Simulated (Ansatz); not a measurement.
# What a change of settings does to a run on BaS

The geometry is COD entry 9008600, unchecked; take it as a test cell. The listed cell was then made from it by scaling, straining or moving an atom.

First run: DFT, PBE, PAW with Ansatz's default frozen-core files, scalar-relativistic (Ansatz 0.2.0).

Command: `ansatz run input.yaml --threads 1 --pin off --max-ram 2048MiB --backend cpu --events-out ev --progress --plain --runs-dir out` The run took about 5.8 s on 1 thread of a shared machine.

```yaml
crystal:
  lattice:
    - [0.0, 3.2767414078, 3.2767414078]
    - [3.2767414078, 0.0, 3.2767414078]
    - [3.2767414078, 3.2767414078, 0.0]
  atoms:
    - { symbol: Ba, position: [0.0, 0.0, 0.0] }
    - { symbol: S, position: [0.5, 0.5, 0.5] }
kpoints:
  mp_grid: { grid: [7, 7, 7] }
scf:
  occupations: { method: fermi_dirac, width: 0.02 }
hamiltonian:
  xc: pbe
  pseudopotentials: { kind: paw }
output:
  forces: true
  stress: true
  efg: { contact_densities: true }
  write_density: true
  write_potential: true
  elf: true
  volumetric_format: npy
relax:
  f_tol: 0.005
  max_steps: 80
  cell: {}
```

Result: converged; relaxed volume 33.231 Å³/atom; 21 SCF iterations in all.

Spin–orbit coupling is left out, though it moves levels of the heavy atoms by tenths of an eV or more.

A second input differs as follows:

```diff
@@ -10,5 +10,5 @@
   mp_grid: { grid: [7, 7, 7] }
 scf:
-  occupations: { method: fermi_dirac, width: 0.02 }
+  max_iter: 75
 hamiltonian:
   xc: pbe
@@ -18,8 +18,4 @@
   stress: true
   efg: { contact_densities: true }
-  write_density: true
-  write_potential: true
-  elf: true
-  volumetric_format: npy
 relax:
   f_tol: 0.005
```

Question: What is wrong with it, and what does the program do?

Answer: The fault is no occupation method. The run refused before any iteration. The log ends:
```
Error: YAML parse error: `scf.occupations.method` is required: fixed only where the cell keeps a band gap throughout the run, explicit beside scf.occupations.values (under evaluate: without them), else a smearing such as fermi_dirac (scf.occupations.width is optional; its entry in the input reference gives the default)
```
